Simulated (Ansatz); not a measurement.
**AlRu: levels along high-symmetry lines**

```
CELL_PARAMETERS angstrom
2.99160 0.00000 0.00000
0.00000 2.99160 0.00000
0.00000 0.00000 2.99160
ATOMIC_POSITIONS crystal
Al 0.00000 0.00000 0.00000
Ru 0.50000 0.50000 0.50000
```

Atoms are numbered in the order listed.

The cell comes from COD entry 1527371, which wasn't checked; take it as a given geometry.

Spin polarisation is left out, and whether a magnetic state lies lower isn't shown here.

These are results of DFT, PBE, all-electron LAPW, Dirac equation with spin-orbit coupling in Ansatz 0.2.0, not measurements.

Sampling and basis: a Γ-centred 14×14×14 k mesh, Fermi–Dirac smearing of 0.08 eV, basis error target 0.5 meV/atom, no spin polarisation.

Points in fractions of the reciprocal vectors of this cell: Γ (0, 0, 0), X (0, 0.5, 0), M (0.5, 0.5, 0), R (0.5, 0.5, 0.5). The path joins them by straight lines in the order Γ–X–M–Γ–R–X–R–M; legs that retrace an earlier one aren't tabulated. Energies are in eV from the Fermi level.

**Question.** List the levels at M between -8 and 6 eV.

**Answer.** -6.05 (×2), -3.08 (×2), -1.49 (×2), -1.28 (×2), -1.23 (×2), -1.12 (×2), 1.53 (×2), 5.31 (×2).

**Question.** List the levels at X between -8 and 6 eV.

**Answer.** -5.85 (×2), -5.50 (×2), -2.79 (×2), -1.68 (×2), -1.56 (×2), 0.43 (×2), 2.29 (×2).

**Question.** List the levels at Γ between -8 and 6 eV.

**Answer.** -3.58 (×4), 0.10 (×4), 0.31 (×2), 5.86 (×2).

**Question.** What is the band gap?

**Answer.** none: bands cross the Fermi level, a metal.
